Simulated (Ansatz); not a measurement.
Consider La2O3 (space group P-3m1, No. 164; a = 3.906 Å, c = 6.040 Å).

It is then changed as follows: full substitution O → S, then cell and atoms are relaxed.

Levels (all Ansatz, a quantum-chemistry and plane-wave program, PAW): PBEsol (420 eV, scalar-relativistic without spin-orbit coupling); PBEsol+SOC (420 eV, spin-orbit coupling included).

The geometry is relaxed with PBEsol.

* **PBEsol lowest conduction level above the VBM at special points**: Γ 2.11 eV; M 2.21 eV; K 2.26 eV; A 2.61 eV
* **PBEsol hole mass**: 0.36 mₑ along c, 0.55 mₑ across (at Γ)
* **PBEsol width of the top valence band**: 0.74 eV
* **PBEsol valence-band top at Γ**: 0.00, -0.58, -0.58 eV

Task: How does going to PBEsol+SOC change the lowest conduction level above the VBM at special points, hole mass, width of the top valence band and valence-band top at Γ?

Result: The lowest conduction level above the VBM at special points becomes Γ 2.10 eV; M 2.20 eV; K 2.26 eV; A 2.59 eV (PBEsol: Γ 2.11 eV; M 2.21 eV; K 2.26 eV; A 2.61 eV); the hole mass goes from 0.36 mₑ along c, 0.55 mₑ across (at Γ) to 0.36 mₑ along c, 0.54 mₑ across (at Γ); the width of the top valence band falls by 0.06 eV to 0.68 eV; the valence-band top at Γ (three highest Kramers pairs, from the VBM) becomes 0.00, -0.54, -0.64 eV (PBEsol: 0.00, -0.58, -0.58 eV).

Single points use the geometry relaxed with PBEsol. The spin-orbit shifts are approximate. The levels and masses belong to the bands next to the band gap. Effective masses come from finite differences of ±0.01 Å⁻¹. Stability against distortions was not tested. As relaxed here, La2S3 is a hypothetical phase, not in the database extracts checked.
